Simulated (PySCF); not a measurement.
## cyclobutene: calculation against experiment

**What was measured.**

NIST CCCBDB Release 22 (SRD 101), experimental dipoles lists, for the gas: dipole moment (microwave Stark effect) 0.132 D.

How close the calculation comes is told at the end.

Compound: cyclobutene, C4H6.
Atom-mapped SMILES: `[CH:1]1=[CH:2][CH2:3][CH2:4]1` (hydrogens: H5 on C1; H6 on C2; H7, H8 on C3; H9, H10 on C4)

Structure used (PBE0-D3(BJ)/def2-SVP), in Å, numbered top down from 1:
```
atom  x, y, z in Å
C1     1.0618    0.3729   -0.2427
C2    -0.0217    1.1337   -0.0242
C3    -0.9355   -0.0441    0.2118
C4     0.3225   -0.9280   -0.0421
H5     2.1053    0.5979   -0.4810
H6    -0.1950    2.2136   -0.0165
H7    -1.3641   -0.1254    1.2248
H8    -1.7510   -0.1747   -0.5192
H9     0.2579   -1.5853   -0.9255
H10    0.6445   -1.5372    0.8191
```

Runs made with PySCF (gas phase, on this PBE0-D3(BJ)/def2-SVP geometry; no spin–orbit coupling):

```
                             level                                                                                                 job  basis functions  wall time
PBE0-D3(BJ)/def2-SVP, grid level 1                                        geometry optimisation from an MMFF94s start shaken at random               86       19 s
                     PBE0/pcSseg-1  shieldings, ring-centre shieldings, charges and field gradients, density and orbital grids written               98      6.9 s
                     WP04/pcSseg-2                                                                  shieldings, ring-centre shieldings              228       15 s
                       B3LYP/pcJ-1                             spin–spin couplings from 10 perturbed nuclei, spin–dipole term left out              168      8.0 s
```

Hardware: one thread of an Arm Neoverse V1, no GPU, on a shared host.

## Comparison

**Dipole moment.** Measured: 0.132 D (NIST CCCBDB Release 22 (SRD 101), experimental dipoles).

```csv
level,computed (D),computed − measured (D)
PBE0-D3(BJ)/def2-SVP,0.171,+0.039
PBE0/pcSseg-1,0.193,+0.061
WP04/pcSseg-2,0.135,+0.003
B3LYP/pcJ-1,0.176,+0.044
```

Closest is WP04/pcSseg-2 (+0.003 D), furthest PBE0/pcSseg-1 (+0.061 D); one molecule doesn't rank methods. All 4 levels lie above the measurement. The computed dipoles belong to one fixed geometry; measured ones are averaged over vibrations unless marked μe. Magnitudes are compared, not signs.

The geometry is computed, not the measured one. Where a level misses, the cause wasn't examined.
